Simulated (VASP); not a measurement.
## Relaxed cell of GaP: a test of cutoff and mesh

Aim: test the relaxed volume of GaP against cutoff and mesh. The starting structure is a measured crystal structure from the Crystallography Open Database.

Method: Kohn-Sham DFT with plane waves and PAW; PBEsol, in VASP 6.6.1.

## Step 1: The starting structure

It takes space group F-43m (No. 216, cubic). Conventional cell: a = 5.451 Å, b = 5.451 Å, c = 5.451 Å, α = 90.00°, β = 90.00°, γ = 90.00°. Nearest to Ga lie 4 P at 2.36 Å. Nearest to P lie 4 Ga at 2.36 Å. Farther neighbours are not listed.

## Step 2: Reference relaxation

INCAR

```
SYSTEM = GaP
PREC = Accurate
ENCUT = 450
EDIFF = 1E-06
NELM = 100
ISMEAR = 0
SIGMA = 0.03
LREAL = .FALSE.
ALGO = Normal
GGA = PS
NBANDS = 15
LORBIT = 11
LWAVE = .FALSE.
LCHARG = .FALSE.
KPAR = 2
IBRION = 2
NSW = 50
ISIF = 3
EDIFFG = -0.01
```

POSCAR

```
GaP
1.0
    0.0000000000      2.7252500000      2.7252500000
    2.7252500000      0.0000000000      2.7252500000
    2.7252500000      2.7252500000      0.0000000000
Ga P
1 1
Direct
    0.0000000000      0.0000000000      0.0000000000
    0.7500000000      0.7500000000      0.7500000000
```

KPOINTS

```
Automatic mesh
0
Gamma
8 8 8
0 0 0
```

The projector-augmented-wave data sets are Ga_d and P (PBE family, release 64).

Started as:

```
> mpirun -np 2 vasp_std
```

Output:

```text
[banner, memory and clock lines left out]
running    2 mpi-ranks, on    1 nodes
 distrk:  each k-point on    1 cores,    2 groups
 distr:  one band on    1 cores,    1 groups

 POSCAR found type information on POSCAR GaP
 POSCAR found :  2 types and       2 ions
|                                                                             |
|               ----> ADVICE to this user running VASP <----                  |
|                                                                             |
|     You enforced a specific xc type in the INCAR file but a different       |
|     [... a line on the potential file left out ...]
|     I HOPE YOU KNOW WHAT YOU ARE DOING!                                     |
|                                                                             |

 LDA part: xc-table for (Slater+PW92), standard interpolation
 POSCAR, INCAR and KPOINTS ok, starting setup
 FFT: planning ... GRIDC
 FFT: planning ... GRID_SOFT
 FFT: planning ... GRID
 WAVECAR not read
 entering main loop
       N       E                     dE             d eps       ncg     rms          rms(c)
DAV:   1     0.781391745731E+02    0.78139E+02   -0.84128E+03   894   0.159E+03
DAV:   2    -0.424150731407E+01   -0.82381E+02   -0.78997E+02   975   0.307E+02
DAV:   3    -0.101072459229E+02   -0.58657E+01   -0.58467E+01  1087   0.667E+01
DAV:   4    -0.102026883392E+02   -0.95442E-01   -0.95410E-01  1070   0.928E+00
DAV:   5    -0.102047405941E+02   -0.20523E-02   -0.20519E-02  1150   0.115E+00    0.412E+00
DAV:   6    -0.996141204895E+01    0.24333E+00   -0.37184E-01  1347   0.120E+01    0.261E+00
DAV:   7    -0.992328366438E+01    0.38128E-01   -0.83399E-02  1215   0.233E+00    0.988E-01
DAV:   8    -0.992043633445E+01    0.28473E-02   -0.12292E-02  1045   0.136E+00    0.164E-01
DAV:   9    -0.992059184327E+01   -0.15551E-03   -0.10444E-03  1262   0.461E-01    0.654E-02
DAV:  10    -0.992061400352E+01   -0.22160E-04   -0.57441E-05  1209   0.771E-02    0.273E-02
DAV:  11    -0.992064037494E+01   -0.26371E-04   -0.27218E-05  1031   0.550E-02    0.511E-03
DAV:  12    -0.992064033025E+01    0.44691E-07   -0.98350E-07   814   0.123E-02
   1 F= -.99206403E+01 E0= -.99206403E+01  d E =-.992064E+01
 curvature:   0.00 expect dE= 0.000E+00 dE for cont linesearch  0.000E+00
 trial: gam= 0.00000 g(F)=  0.223E-46 g(S)=  0.252E-02 ort = 0.000E+00 (trialstep = 0.100E+01)
 search vector abs. value=  0.252E-02
 bond charge predicted
       N       E                     dE             d eps       ncg     rms          rms(c)
DAV:   1    -0.994952564845E+01   -0.28885E-01   -0.33726E-01  1101   0.111E+01    0.996E-01
DAV:   2    -0.992716040047E+01    0.22365E-01   -0.37154E-02  1080   0.471E+00    0.446E-01
DAV:   3    -0.992173500844E+01    0.54254E-02   -0.52396E-03  1150   0.145E+00    0.106E-01
DAV:   4    -0.992123132400E+01    0.50368E-03   -0.57808E-04  1022   0.299E-01    0.436E-02
DAV:   5    -0.992113741011E+01    0.93914E-04   -0.54271E-05  1145   0.988E-02    0.980E-03
DAV:   6    -0.992113719037E+01    0.21973E-06   -0.22177E-06   939   0.149E-02
   2 F= -.99211372E+01 E0= -.99211372E+01  d E =-.496860E-03
 trial-energy change:   -0.000497  1 .order   -0.000451   -0.002524    0.001622
 step:   0.6244(harm=  0.6087)  dis= 0.00000  next Energy=    -9.921439 (dE=-0.799E-03)
 bond charge predicted
       N       E                     dE             d eps       ncg     rms          rms(c)
DAV:   1    -0.992539815447E+01   -0.42607E-02   -0.48217E-02  1101   0.430E+00    0.371E-01
DAV:   2    -0.992227941124E+01    0.31187E-02   -0.50309E-03  1080   0.162E+00    0.169E-01
DAV:   3    -0.992149757557E+01    0.78184E-03   -0.81698E-04  1157   0.575E-01    0.377E-02
DAV:   4    -0.992142763454E+01    0.69941E-04   -0.82967E-05  1050   0.122E-01    0.163E-02
DAV:   5    -0.992141275590E+01    0.14879E-04   -0.75966E-06  1121   0.368E-02    0.408E-03
DAV:   6    -0.992141255609E+01    0.19981E-06   -0.30667E-07   554   0.726E-03
   3 F= -.99214126E+01 E0= -.99214126E+01  d E =-.772226E-03
 curvature:  -0.30 expect dE=-0.180E-05 dE for cont linesearch -0.180E-05
 trial: gam=-0.04616 g(F)=  0.119E-46 g(S)=  0.594E-05 ort = 0.122E-03 (trialstep = 0.925E+00)
 search vector abs. value=  0.141E-07
 reached required accuracy - stopping structural energy minimisation
```

The job ended after 7.4 s (2 MPI ranks of Intel Xeon 6975P-C (Granite Rapids), shared host; peak memory 0.3 GiB; 14 s of CPU time).

The logs omit lines about the potential files and the build; timing stands in the text.

OUTCAR, selected parts (step 2):

```text
ion  position               nearest neighbor table
   1  0.000  0.000  0.000-   2 2.36   2 2.36   2 2.36   2 2.36
   2  0.750  0.750  0.750-   1 2.36   1 2.36   1 2.36   1 2.36

  LATTYP: Found a face centered cubic cell.
 ALAT       =     5.4505000000

 Subroutine GETGRP returns: Found 24 space group operations
 (whereof 24 operations were pure point group operations)

The static configuration has the point symmetry T_d .

 Found     29 irreducible k-points:

   k-points           NKPTS =     29   k-points in BZ     NKDIM =     29   number of bands    NBANDS=     15

   dimension x,y,z NGX =    28 NGY =   28 NGZ =   28
   dimension x,y,z NGXF=    56 NGYF=   56 NGZF=   56

   ENCUT  =  450.0 eV  33.07 Ry    5.75 a.u.   6.67  6.67  6.67*2*pi/ulx,y,z

   NELECT =      18.0000    total number of electrons

 k-points in reciprocal lattice and weights: Automatic mesh
   0.00000000  0.00000000  0.00000000       0.002
   0.12500000  0.00000000  0.00000000       0.016
   0.25000000  0.00000000  0.00000000       0.016
   0.37500000  0.00000000  0.00000000       0.016
   0.50000000  0.00000000  0.00000000       0.008
   0.12500000  0.12500000  0.00000000       0.012
   0.25000000  0.12500000  0.00000000       0.047
   0.37500000  0.12500000  0.00000000       0.047
   0.50000000  0.12500000  0.00000000       0.047
[...]
-0.37500000  0.50000000  0.12500000       0.023
  -0.25000000  0.50000000  0.25000000       0.012

 average (electrostatic) potential at core
       1 -65.1192       2 -83.3169

 E-fermi :   4.8389

 k-point     1 :       0.0000    0.0000    0.0000
  band No.  band energies     occupation
    ...
      5      -9.7969      2.00000
      6      -7.9334      2.00000
      7       4.6547      2.00000
      8       4.6547      2.00000
      9       4.6547      2.00000
     10       6.4748      0.00000
     11       8.4795      0.00000
     12       8.4795      0.00000
     13       8.4795      0.00000
     14      13.2577      0.00000
    ...

 k-point     2 :       0.1250    0.0000    0.0000
  band No.  band energies     occupation
    ...
      5      -9.7969      2.00000
      6      -7.7272      2.00000
      7       3.0005      2.00000
      8       4.4180      2.00000
      9       4.4180      2.00000
     10       7.0843      0.00000
     11       8.8371      0.00000
     12       8.8371      0.00000
     13       9.0706      0.00000
     14      13.7764      0.00000
    ...

 k-point     3 :       0.2500    0.0000    0.0000
  band No.  band energies     occupation
    ...
      5      -9.7956      2.00000
      6      -7.1426      2.00000
      7       0.7219      2.00000
      8       3.9755      2.00000
      9       3.9755      2.00000
     10       6.7596      0.00000
     11       9.3466      0.00000
     12       9.3466      0.00000
     13      10.9591      0.00000
     14      13.5827      0.00000
    ...

  Total       -0.0090592     -0.0090592     -0.0090592     -0.0000000      0.0000000      0.0000000
  in kB       -0.3615926     -0.3615926     -0.3615926     -0.0000000      0.0000000      0.0000000
  external PRESSURE =      -0.3615926 kB  Pullay stress =       0.0000000 kB

  energy-cutoff  :      450.00
  volume of cell :       40.14
      direct lattice vectors                 reciprocal lattice vectors
     0.000000000  2.717584969  2.717584969    -0.183986888  0.183986888  0.183986888
     2.717584969  0.000000000  2.717584969     0.183986888 -0.183986888  0.183986888
     2.717584969  2.717584969  0.000000000     0.183986888  0.183986888 -0.183986888

 POSITION                                       TOTAL-FORCE (eV/Angst)
 -----------------------------------------------------------------------------------
      0.00000      0.00000      0.00000         0.000000      0.000000      0.000000
      4.07638      4.07638      4.07638        -0.000000     -0.000000     -0.000000
 -----------------------------------------------------------------------------------
    total drift:                               -0.000000     -0.000000     -0.000000

  FREE ENERGIE OF THE ION-ELECTRON SYSTEM (eV)
  ---------------------------------------------------
  free  energy   TOTEN  =        -9.9214125561 eV

  energy  without entropy=       -9.9214125561  energy(sigma->0) =       -9.92141256

 reached required accuracy - stopping structural energy minimisation

 total charge
# of ion       s       p       d       tot
------------------------------------------
    1        0.865   0.863  10.014  11.742
    2        1.017   1.513   0.000   2.530
--------------------------------------------------
tot          1.882   2.376  10.014  14.272

[... 3 further parts left out ...]
```

CONTCAR:

```
GaP
   1.00000000000000
     0.0000000000000000    2.7175849689928477    2.7175849689928477
     2.7175849689928477    0.0000000000000000    2.7175849689928477
     2.7175849689928477    2.7175849689928477    0.0000000000000000
  Ga              P
     1     1
Direct
     0.0000000000000000    0.0000000000000000    0.0000000000000000
     0.7500000000000000    0.7500000000000000    0.7500000000000000
```

The PAW data sets were made with PBE, which is usual practice but a small mismatch for other functionals. The run keeps the 24 symmetry operations of its start, so it cannot find a distortion of lower symmetry.

The reference relaxation ends at 20.070 Å³ an atom. Pressures at 0.985 and 1.015 times this volume, from two more relaxations that aren't shown, give a bulk modulus of 85.3 GPa.

## Step 3: Relaxation with a cutoff of 280 eV

Against step 2 the input has ENCUT = 280.

INCAR: that of step 2 with these lines changed.

```diff
@@ -2,3 +2,3 @@
 PREC = Accurate
-ENCUT = 450
+ENCUT = 280
 EDIFF = 1E-06
```

POSCAR is that of step 2.

KPOINTS is that of step 2.

Started as:

```
> mpirun -np 2 vasp_std
```

Output:

```text
[banner, memory and clock lines left out]
running    2 mpi-ranks, on    1 nodes
[...]
[... a notice as in an earlier step ...]

 LDA part: xc-table for (Slater+PW92), standard interpolation
 POSCAR, INCAR and KPOINTS ok, starting setup
[...]
entering main loop
       N       E                     dE             d eps       ncg     rms          rms(c)
DAV:   1     0.619586558978E+02    0.61959E+02   -0.69137E+03   893   0.124E+03
DAV:   2    -0.575710431689E+01   -0.67716E+02   -0.65322E+02  1010   0.242E+02
DAV:   3    -0.101387392664E+02   -0.43816E+01   -0.43705E+01  1052   0.560E+01
DAV:   4    -0.101969344857E+02   -0.58195E-01   -0.58188E-01  1097   0.694E+00
[...]
DAV:  10    -0.991507003540E+01   -0.23850E-04   -0.53630E-05  1203   0.748E-02    0.268E-02
DAV:  11    -0.991509625337E+01   -0.26218E-04   -0.26747E-05   996   0.543E-02    0.488E-03
DAV:  12    -0.991509618615E+01    0.67220E-07   -0.99565E-07   834   0.127E-02
   1 F= -.99150962E+01 E0= -.99150962E+01  d E =-.991510E+01
[...]
DAV:   4    -0.991662016576E+01    0.17348E-02   -0.18001E-03   962   0.489E-01    0.823E-02
DAV:   5    -0.991630096870E+01    0.31920E-03   -0.18090E-04  1096   0.178E-01    0.165E-02
DAV:   6    -0.991630092660E+01    0.42101E-07   -0.71187E-06  1146   0.211E-02
   2 F= -.99163009E+01 E0= -.99163009E+01  d E =-.120474E-02
 trial-energy change:   -0.001205  1 .order   -0.001136   -0.008374    0.006103
 step:   0.5854(harm=  0.5784)  dis= 0.00000  next Energy=    -9.917561 (dE=-0.246E-02)
[...]
N       E                     dE             d eps       ncg     rms          rms(c)
DAV:   1    -0.993360288699E+01   -0.17302E-01   -0.19259E-01  1108   0.848E+00    0.743E-01
DAV:   2    -0.992106882633E+01    0.12534E-01   -0.19623E-02  1080   0.309E+00    0.340E-01
DAV:   3    -0.991787586258E+01    0.31930E-02   -0.33891E-03  1150   0.115E+00    0.750E-02
DAV:   4    -0.991759770874E+01    0.27815E-03   -0.31938E-04  1004   0.238E-01    0.339E-02
DAV:   5    -0.991753896037E+01    0.58748E-04   -0.30579E-05  1080   0.730E-02    0.838E-03
DAV:   6    -0.991753860728E+01    0.35310E-06   -0.11625E-06   618   0.131E-02
   3 F= -.99175386E+01 E0= -.99175386E+01  d E =-.244242E-02
[...]
reached required accuracy - stopping structural energy minimisation
```

Run time: 3.8 s. Hardware: 2 MPI ranks; peak memory 0.26 GiB; 6.6 s of CPU time.

From OUTCAR (step 3):

```text
  Total       -0.0189154     -0.0189154     -0.0189154      0.0000000     -0.0000000      0.0000000
  in kB       -0.7595390     -0.7595390     -0.7595390      0.0000000     -0.0000000      0.0000000
  external PRESSURE =      -0.7595390 kB  Pullay stress =       0.0000000 kB

 POSITION                                       TOTAL-FORCE (eV/Angst)
 -----------------------------------------------------------------------------------
      0.00000      0.00000      0.00000         0.000000      0.000000      0.000000
      4.06824      4.06824      4.06824        -0.000000     -0.000000     -0.000000
 -----------------------------------------------------------------------------------
    total drift:                               -0.000000     -0.000000     -0.000001

  FREE ENERGIE OF THE ION-ELECTRON SYSTEM (eV)
  ---------------------------------------------------
  free  energy   TOTEN  =        -9.9175386073 eV

  energy  without entropy=       -9.9175386073  energy(sigma->0) =       -9.91753861

[... 2 parts as in an earlier step ...]

[... 2 further parts left out ...]
[key lines of the parts left out:]
E-fermi :   4.9130
```

With a cutoff of 280 eV the cell ends at 19.950 Å³ an atom, -0.60 % from the reference; the bulk modulus is 86.3 GPa against 85.3 GPa.

## Step 4: Relaxation with a 4×4×4 mesh

Against step 2 the input has a 4×4×4 mesh.

INCAR: that of step 3 with these lines changed.

```diff
@@ -2,3 +2,3 @@
 PREC = Accurate
-ENCUT = 280
+ENCUT = 450
 EDIFF = 1E-06
```

POSCAR is that of step 3.

KPOINTS

```
Automatic mesh
0
Gamma
4 4 4
0 0 0
```

Started as:

```
> mpirun -np 2 vasp_std
```

Output:

```text
[... set-up lines as in an earlier step ...]
 entering main loop
       N       E                     dE             d eps       ncg     rms          rms(c)
DAV:   1     0.811640131320E+02    0.81164E+02   -0.89728E+03   240   0.164E+03
DAV:   2    -0.344255793402E+01   -0.84607E+02   -0.80893E+02   268   0.315E+02
DAV:   3    -0.998184624882E+01   -0.65393E+01   -0.65210E+01   331   0.699E+01
DAV:   4    -0.100848877286E+02   -0.10304E+00   -0.10302E+00   275   0.942E+00
[...]
DAV:  10    -0.977263571778E+01   -0.32657E-04   -0.65766E-05   343   0.845E-02    0.279E-02
DAV:  11    -0.977267157617E+01   -0.35858E-04   -0.36628E-05   275   0.635E-02    0.575E-03
DAV:  12    -0.977267154438E+01    0.31790E-07   -0.13604E-06   227   0.155E-02
   1 F= -.97726715E+01 E0= -.97726715E+01  d E =-.977267E+01
[...]
N       E                     dE             d eps       ncg     rms          rms(c)
DAV:   1    -0.977766053899E+01   -0.49890E-02   -0.59367E-02   303   0.466E+00    0.415E-01
[...]
DAV:   4    -0.977275436805E+01    0.84410E-04   -0.10011E-04   277   0.127E-01    0.185E-02
DAV:   5    -0.977273883871E+01    0.15529E-04   -0.95657E-06   283   0.414E-02    0.441E-03
DAV:   6    -0.977273886441E+01   -0.25695E-07   -0.35695E-07   120   0.674E-03
   2 F= -.97727389E+01 E0= -.97727389E+01  d E =-.673200E-04
 trial-energy change:   -0.000067  1 .order   -0.000063   -0.000441    0.000315
 step:   0.5838(harm=  0.5838)  dis= 0.00000  next Energy=    -9.772800 (dE=-0.129E-03)
[...]
N       E                     dE             d eps       ncg     rms          rms(c)
DAV:   1    -0.977364758544E+01   -0.90875E-03   -0.10325E-02   303   0.196E+00    0.172E-01
DAV:   2    -0.977298204761E+01    0.66554E-03   -0.10802E-03   303   0.749E-01    0.781E-02
DAV:   3    -0.977281416537E+01    0.16788E-03   -0.17319E-04   310   0.263E-01    0.176E-02
DAV:   4    -0.977279874407E+01    0.15421E-04   -0.17254E-05   284   0.548E-02    0.768E-03
DAV:   5    -0.977279521881E+01    0.35253E-05   -0.15116E-06   149   0.172E-02    0.173E-03
DAV:   6    -0.977279516679E+01    0.52014E-07   -0.18987E-07   120   0.488E-03
   3 F= -.97727952E+01 E0= -.97727952E+01  d E =-.123622E-03
[...]
reached required accuracy - stopping structural energy minimisation
```

Run time: 3.8 s. Hardware: 2 MPI ranks; peak memory 0.28 GiB.

From OUTCAR (step 4):

```text
  Total       -0.0030191     -0.0030191     -0.0030191      0.0000000      0.0000000      0.0000000
  in kB       -0.1198874     -0.1198874     -0.1198874      0.0000000      0.0000000      0.0000000
  external PRESSURE =      -0.1198874 kB  Pullay stress =       0.0000000 kB

 POSITION                                       TOTAL-FORCE (eV/Angst)
 -----------------------------------------------------------------------------------
      0.00000      0.00000      0.00000         0.000000      0.000000      0.000000
      4.08338      4.08338      4.08338        -0.000000     -0.000000     -0.000000
 -----------------------------------------------------------------------------------
    total drift:                               -0.000001     -0.000001     -0.000001

  FREE ENERGIE OF THE ION-ELECTRON SYSTEM (eV)
  ---------------------------------------------------
  free  energy   TOTEN  =        -9.7727951668 eV

  energy  without entropy=       -9.7727951668  energy(sigma->0) =       -9.77279517

[... 1 part as in an earlier step ...]

[... 3 further parts left out ...]
[key lines of the parts left out:]
E-fermi :   4.8030
```

With a 4×4×4 mesh the cell ends at 20.174 Å³ an atom, +0.52 % from the reference; the bulk modulus is 85.7 GPa against 85.3 GPa.

[end of part 1 of 2]

[Lines on the potential files, build, host, timing and source positions are cut from VASP's logs without a mark.]

[Logs are printed without paths, hosts, clocks, repeated set-up lines and the standing remarks that a program may print on its own settings, such as how far it seeks lower states.]

[Hosts, paths, dates, database ids (printed as entryN), source tags and the programs' standing remarks are cut or masked in the printed files.]
